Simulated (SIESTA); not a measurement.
ZrN:

```xyz
2
Lattice="0.0000 2.3000 2.3000 2.3000 0.0000 2.3000 2.3000 2.3000 0.0000" Properties=species:S:1:pos:R:3 pbc="T T T"
Zr    2.3000    2.3000    2.3000
N     0.0000    0.0000    0.0000
```

Base run:

* Program: SIESTA 5.4.2
* Functional: PBE
* Potentials or basis: PseudoDojo 0.4 standard (PBE files)
* Basis: TZDP (energy shift 0.003 Ry; two zetas on semicore shells)
* Grid cutoff: 800 Ry
* Energy shift: 0.003 Ry
* k mesh: 10 × 10 × 10
* Occupations: fermi-dirac, width 0.05 eV
* Spin: no spin polarisation

Its results: band gap on the k mesh none (metal or under the smearing width); pressure 1.6 GPa.

Question: The run is repeated on the same cell with these changes: basis from TZDP (energy shift 0.003 Ry; two zetas on semicore shells) to DZP (energy shift 0.003 Ry; two zetas on semicore shells). What comes out?

Answer: Band gap on the k mesh none (metal or under the smearing width); pressure 2.9 GPa.

Caveats: the basis of atomic orbitals isn't converged, which shifts pressures, moduli and gaps.
